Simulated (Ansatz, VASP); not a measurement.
# GaP in two plane-wave programs, part 2 of 2

Aim: how closely do two programs agree when they are given the same cell, functional and k mesh?

VASP 6.6.1 and Ansatz 0.2.0.

So far: Set-up; Ansatz: G0W0 gap, PBE.

## 3. VASP: G0W0 gap, PBE

Level of this step: G0W0 on PBE; plane waves and PAW (Ga_d_GW, P_GW) (VASP).

The same cell, functional and mesh now go to VASP, with its own data sets and cutoff.

Lines of VASP's logs that name or quote its potential files are left out, and so is its time.

The run reads the wave functions of an earlier VASP run, which isn't shown here.

Input file INCAR:

```
SYSTEM = GaP
PREC = Accurate
ENCUT = 430
ISMEAR = 0
SIGMA = 0.01
LREAL = .FALSE.
GGA = PE
NBANDS = 160
ALGO = EVGW0
NELMGW = 1
ENCUTGW = 140
NOMEGA = 48
PRECFOCK = Fast
NBANDSGW = 24
LWAVE = .FALSE.
LCHARG = .FALSE.
```

Input file POSCAR:

```
GaP
1.0
    0.0000000000      2.7252500000      2.7252500000
    2.7252500000      0.0000000000      2.7252500000
    2.7252500000      2.7252500000      0.0000000000
Ga P
1 1
Direct
    0.0000000000      0.0000000000      0.0000000000
    0.2500000000      0.2500000000      0.2500000000
```

Input file KPOINTS:

```
Automatic mesh
0
Gamma
6 6 6
0 0 0
```

PAW data sets: Ga_d_GW and P_GW (PBE family, release 64).

Started as:

```sh
> mpirun -np 8 vasp_std
```

Numbers of over 12 decimals in the logs are rounded to 6 here.

Log:

```text
[banner, memory and clock lines left out]
running    8 mpi-ranks, on    1 nodes
 distrk:  each k-point on    8 cores,    1 groups
 distr:  one band on    1 cores,    8 groups

 POSCAR found type information on POSCAR GaP
 POSCAR found :  2 types and       2 ions
|                                                                             |
|           W    W    AA    RRRRR   N    N  II  N    N   GGGG   !!!           |
|           W    W   A  A   R    R  NN   N  II  NN   N  G    G  !!!           |
|           W    W  A    A  R    R  N N  N  II  N N  N  G       !!!           |
|           W WW W  AAAAAA  RRRRR   N  N N  II  N  N N  G  GGG   !            |
|           WW  WW  A    A  R   R   N   NN  II  N   NN  G    G                |
|           W    W  A    A  R    R  N    N  II  N    N   GGGG   !!!           |
|                                                                             |
|     For optimal performance we recommend to set                             |
|       NCORE = 2 up to number-of-cores-per-socket                            |
|     NCORE specifies how many cores store one orbital (NPAR=cpu/NCORE).      |
|     This setting can greatly improve the performance of VASP for DFT.       |
|     The default, NCORE=1 might be grossly inefficient on modern             |
|     multi-core architectures or massively parallel machines. Do your        |
|     Unfortunately you need to use the default for GW and RPA                |
|     calculations (for HF NCORE is supported but not extensively tested      |
|     yet).                                                                   |
|                                                                             |

|                                                                             |
|           W    W    AA    RRRRR   N    N  II  N    N   GGGG   !!!           |
|           W    W   A  A   R    R  NN   N  II  NN   N  G    G  !!!           |
|           W    W  A    A  R    R  N N  N  II  N N  N  G       !!!           |
|           W WW W  AAAAAA  RRRRR   N  N N  II  N  N N  G  GGG   !            |
|           WW  WW  A    A  R   R   N   NN  II  N   NN  G    G                |
|           W    W  A    A  R    R  N    N  II  N    N   GGGG   !!!           |
|                                                                             |
|     The default for ENCUTGWSOFT is different in this version of VASP.       |
|     please manually set ENCUTGWSOFT =140 in the INCAR file.                 |
|                                                                             |

 LDA part: xc-table for (Slater+PW92), standard interpolation
 found WAVECAR, reading the header
 POSCAR, INCAR and KPOINTS ok, starting setup
 FFT: planning ... GRIDC
 FFT: planning ... GRID_SOFT
 FFT: planning ... GRID
 reading WAVECAR
 the WAVECAR file was read successfully
 initial charge from wavefunction
 available memory per node:     26.03 GB, setting MAXMEM to     26653

 The Fermi energy was updated, please check that it is located mid-gap
 values below the HOMO (VB) or above the LUMO (CB) will cause erroneous energies
 E-fermi :   5.1885

 calculate exact exchange contribution
 the WAVEDER file was read successfully
energies w=
    0.000    0.000    0.571    0.000    1.139    0.000    1.703    0.000
    2.261    0.000    2.810    0.000    3.351    0.000    3.881    0.000
    4.403    0.000    4.914    0.000    5.416    0.000    5.910    0.000
    6.397    0.000    6.878    0.000    7.355    0.000    7.829    0.000
    8.303    0.000    8.777    0.000    9.254    0.000    9.737    0.000
   10.228    0.000   10.728    0.000   11.243    0.000   11.773    0.000
   12.324    0.000   12.900    0.000   13.505    0.000   14.145    0.000
   14.827    0.000   15.559    0.000   16.350    0.000   17.214    0.000
   18.164    0.000   19.218    0.000   20.403    0.000   21.747    0.000
   23.291    0.000   25.091    0.000   27.223    0.000   29.792    0.000
   32.955    0.000   36.951    0.000   42.159    0.000   49.229    0.000
   59.360    0.000   75.055    0.000  102.536    0.000  162.753    0.000
 responsefunction array rank=     176
 LDA part: xc-table for (Slater+PW92), standard interpolation

 min. memory requirement per mpi rank    245.3 MB, per node   1962.7 MB

 allocating   6 responsefunctions rank=   176
 shmem allocating  48 responsefunctions rank=   176
 response function shared by NCSHMEM nodes    1
 Doing            6  frequencies on each core in blocks of           48
NQ=   1    0.0000    0.0000    0.0000,
|.........|.........|.........|.........|.........|.........|.........|.........
 performed        709000 updates of chi_q(r,r)
 total number of BLAS operations        162.22 Gflops
NQ=   2    0.1667    0.0000    0.0000,
|.........|.........|.........|.........|.........|.........|.........|.........
 performed       1941000 updates of chi_q(r,r)
 total number of BLAS operations        392.98 Gflops
NQ=   3    0.3333    0.0000    0.0000,
|.........|.........|.........|.........|.........|.........|.........|.........
 performed       3173000 updates of chi_q(r,r)
 total number of BLAS operations        623.74 Gflops
NQ=   4    0.5000    0.0000    0.0000,
|.........|.........|.........|.........|.........|.........|.........|.........
 performed       4220000 updates of chi_q(r,r)
 total number of BLAS operations        827.75 Gflops
NQ=   5    0.1667    0.1667    0.0000,
|.........|.........|.........|.........|.........|.........|.........|.........
 performed       5452000 updates of chi_q(r,r)
 total number of BLAS operations       1058.50 Gflops
NQ=   6    0.3333    0.1667    0.0000,
|.........|.........|.........|.........|.........|.........|.........|.........
 performed       7344000 updates of chi_q(r,r)
 total number of BLAS operations       1408.33 Gflops
NQ=   7    0.5000    0.1667    0.0000,
|.........|.........|.........|.........|.........|.........|.........|.........
 performed       9236000 updates of chi_q(r,r)
 total number of BLAS operations       1758.16 Gflops
NQ=   8   -0.3333    0.1667    0.0000,
|.........|.........|.........|.........|.........|.........|.........|.........
 performed      11128000 updates of chi_q(r,r)
 total number of BLAS operations       2112.61 Gflops
NQ=   9   -0.1667    0.1667    0.0000,
|.........|.........|.........|.........|.........|.........|.........|.........
 performed      12774000 updates of chi_q(r,r)
 total number of BLAS operations       2425.08 Gflops
NQ=  10    0.3333    0.3333    0.0000,
|.........|.........|.........|.........|.........|.........|.........|.........
 performed      14006000 updates of chi_q(r,r)
 total number of BLAS operations       2655.84 Gflops
NQ=  11    0.5000    0.3333    0.0000,
|.........|.........|.........|.........|.........|.........|.........|.........
 performed      15898000 updates of chi_q(r,r)
 total number of BLAS operations       3005.67 Gflops
NQ=  12   -0.3333    0.3333    0.0000,
|.........|.........|.........|.........|.........|.........|.........|.........
 performed      17544000 updates of chi_q(r,r)
 total number of BLAS operations       3302.11 Gflops
NQ=  13    0.5000    0.5000    0.0000,
|.........|.........|.........|.........|.........|.........|.........|.........
 performed      18484000 updates of chi_q(r,r)
 total number of BLAS operations       3471.38 Gflops
NQ=  14    0.5000    0.3333    0.1667,
|.........|.........|.........|.........|.........|.........|.........|.........
 performed      20607000 updates of chi_q(r,r)
 total number of BLAS operations       3853.54 Gflops
NQ=  15   -0.3333    0.3333    0.1667,
|.........|.........|.........|.........|.........|.........|.........|.........
 performed      22607000 updates of chi_q(r,r)
 total number of BLAS operations       4242.95 Gflops
NQ=  16   -0.3333    0.5000    0.1667,
|.........|.........|.........|.........|.........|.........|.........|.........
 performed      24261000 updates of chi_q(r,r)
 total number of BLAS operations       4540.78 Gflops
 resolving degeneracies of screened two electron integrals

 calculate QP shifts <psi_nk| G(iteration)W_0 |psi_nk>: iteration 1
 entering main loop
```

Parts of OUTCAR (step 3):

```text
ion  position               nearest neighbor table
   1  0.000  0.000  0.000-   2 2.36   2 2.36   2 2.36   2 2.36
   2  0.250  0.250  0.250-   1 2.36   1 2.36   1 2.36   1 2.36

  LATTYP: Found a face centered cubic cell.
 ALAT       =     5.4505000000

 Subroutine GETGRP returns: Found 24 space group operations
 (whereof 24 operations were pure point group operations)

The static configuration has the point symmetry T_d .

 Found     16 irreducible k-points:

   k-points           NKPTS =     16   k-points in BZ     NKDIM =    216   number of bands    NBANDS=    160

   dimension x,y,z NGX =    28 NGY =   28 NGZ =   28
   dimension x,y,z NGXF=    56 NGYF=   56 NGZF=   56

   ENCUT  =  430.0 eV  31.60 Ry    5.62 a.u.   6.52  6.52  6.52*2*pi/ulx,y,z

   NELECT =      18.0000    total number of electrons

  energy-cutoff  :      430.00
  volume of cell :       40.48
      direct lattice vectors                 reciprocal lattice vectors
     0.000000000  2.725250000  2.725250000    -0.183469406  0.183469406  0.183469406
     2.725250000  0.000000000  2.725250000     0.183469406 -0.183469406  0.183469406
     2.725250000  2.725250000  0.000000000     0.183469406  0.183469406 -0.183469406

 k-points in reciprocal lattice and weights: Automatic mesh
   0.00000000  0.00000000  0.00000000       0.005
   0.16666667  0.00000000  0.00000000       0.037
   0.33333333  0.00000000  0.00000000       0.037
   0.50000000  0.00000000  0.00000000       0.019
   0.16666667  0.16666667  0.00000000       0.028
   0.33333333  0.16666667  0.00000000       0.111
   0.50000000  0.16666667  0.00000000       0.111
  -0.33333333  0.16666667  0.00000000       0.111
  -0.16666667  0.16666667  0.00000000       0.056
[...]
-0.33333333  0.33333333  0.16666667       0.111
  -0.33333333  0.50000000  0.16666667       0.056

 E-fermi :   5.1885

 QP shifts <psi_nk| G(iteration)W_0 |psi_nk>: iteration 1
 for sc-GW calculations column KS-energies equals QP-energies in previous step
 and V_xc(KS)=  KS-energies - (<T + V_ion + V_H > + <T+V_H+V_ion>^1  + <V_x>^1)
 k-point   1 :       0.0000    0.0000    0.0000
  band No.  KS-energies  QP-energies   sigma(KS)   V_xc(KS)     V^pw_x(r,r')   Z            occupation Imag(sigma)
    ...
      6      -8.1293      -8.6136     -12.1227     -11.3657     -18.6847       0.6397       2.0000       1.0111
      7       4.3650       3.7973     -13.3572     -12.6105     -14.3547       0.7604       2.0000       0.0421
      8       4.3650       3.7973     -13.3572     -12.6105     -14.3547       0.7604       2.0000       0.0421
      9       4.3650       3.7973     -13.3572     -12.6105     -14.3547       0.7604       2.0000       0.0421
     10       6.1861       6.5280     -11.1847     -11.6286      -7.1651       0.7703       0.0000      -0.0577
     11       8.2449       8.4360     -10.2400     -10.4894      -5.9230       0.7660       0.0000      -0.0699
     12       8.2449       8.4360     -10.2400     -10.4894      -5.9230       0.7660       0.0000      -0.0699
     13       8.2449       8.4360     -10.2400     -10.4894      -5.9230       0.7660       0.0000      -0.0699
    ...

 k-point   2 :       0.1667    0.0000    0.0000
  band No.  KS-energies  QP-energies   sigma(KS)   V_xc(KS)     V^pw_x(r,r')   Z            occupation Imag(sigma)
    ...
      6      -7.7733      -8.2892     -12.3489     -11.5539     -18.8044       0.6490       2.0000       0.9715
      7       1.9759       1.3974     -12.6828     -11.9046     -14.3439       0.7435       2.0000       0.0625
      8       3.9940       3.4108     -13.1386     -12.3719     -14.2198       0.7607       2.0000       0.0433
      9       3.9940       3.4108     -13.1386     -12.3719     -14.2198       0.7607       2.0000       0.0433
     10       6.7746       7.0545     -10.7711     -11.1354      -6.7128       0.7683       0.0000      -0.0609
     11       8.7936       8.9965     -10.4026     -10.6697      -5.9183       0.7597       0.0000      -0.0789
     12       8.7936       8.9965     -10.4026     -10.6697      -5.9183       0.7597       0.0000      -0.0789
     13       9.3895       9.5713     -10.7673     -11.0088      -6.1464       0.7528       0.0000      -0.0918
    ...

 k-point   3 :       0.3333    0.0000    0.0000
  band No.  KS-energies  QP-energies   sigma(KS)   V_xc(KS)     V^pw_x(r,r')   Z            occupation Imag(sigma)
    ...
      6      -6.8267      -7.3870     -12.8232     -11.9842     -18.9774       0.6678       2.0000       0.8657
      7      -0.8448      -1.4689     -12.1575     -11.2800     -15.1885       0.7112       2.0000       0.1785
      8       3.4580       2.8455     -12.9535     -12.1442     -14.2290       0.7568       2.0000       0.0474
      9       3.4580       2.8455     -12.9535     -12.1442     -14.2290       0.7568       2.0000       0.0474
     10       6.2599       6.4987     -10.5476     -10.8563      -6.6479       0.7735       0.0000      -0.0606
     11       9.1700       9.3561     -10.1895     -10.4352      -5.5964       0.7576       0.0000      -0.0898
     12       9.1700       9.3561     -10.1895     -10.4352      -5.5964       0.7576       0.0000      -0.0898
     13      11.9614      12.0617     -10.2837     -10.4200      -4.7456       0.7361       0.0000      -0.2074
    ...

 k-point   4 :       0.5000    0.0000    0.0000
  band No.  KS-energies  QP-energies   sigma(KS)   V_xc(KS)     V^pw_x(r,r')   Z            occupation Imag(sigma)
    ...
      6      -6.0641      -6.6398     -13.3071     -12.4586     -19.2464       0.6785       2.0000       0.7783
      7      -2.2708      -2.8983     -11.6379     -10.7445     -15.2793       0.7024       2.0000       0.2980
      8       3.2464       2.6231     -12.9042     -12.0771     -14.2642       0.7536       2.0000       0.0492
      9       3.2464       2.6231     -12.9042     -12.0771     -14.2642       0.7536       2.0000       0.0492
     10       6.0334       6.2625     -10.5558     -10.8515      -6.7241       0.7744       0.0000      -0.0600
     11       9.0741       9.2412     -10.0098     -10.2292      -5.4677       0.7614       0.0000      -0.0899
     12       9.0741       9.2412     -10.0098     -10.2292      -5.4677       0.7614       0.0000      -0.0899
     13      12.6465      12.5028      -8.5697      -8.3775      -3.0582       0.7475       0.0000      -0.2418
    ...

[... 4 further parts left out ...]
```

## 4. Differences

Known differences besides the potentials themselves: the two programs' PAW sets differ in cores and partial waves; the cutoff is 420 eV in Ansatz and 430 eV in VASP; VASP leaves aspherical gradient terms in its spheres out (LASPH is not set), Ansatz keeps them; Ansatz integrates over frequency by contour deformation, VASP on a grid of NOMEGA points. Total energies have different zeros and are not compared.

The two programs side by side:

| quantity | Ansatz | VASP | difference |
| --- | --- | --- | --- |
| G0W0 gap on the mesh (eV) | 2.15 | 2.16 | -0.01 |
| PBE gap under it (eV) | 1.65 | 1.65 | 0.00 |

## 5. Results

```json
{"difference in G0W0 gap on the mesh (G0W0 gap, PBE)": "-0.014 eV"}
```

The difference in G0W0 gap on the mesh is -0.014 eV (G0W0 gap, PBE), within the 0.15 eV picked in this series as the mark of a large difference. Such differences can come from data sets, numerical settings and the points named under the comparisons, not from the functional's error against experiment.

[Lines on the potential files, build, host, timing and source positions are cut from VASP's logs without a mark.]

[Logs are printed without paths, hosts, clocks, repeated set-up lines and the standing remarks that a program may print on its own settings, such as how far it seeks lower states.]

[Hosts, paths, dates, database ids (printed as entryN), source tags and the programs' standing remarks are cut or masked in the printed files.]
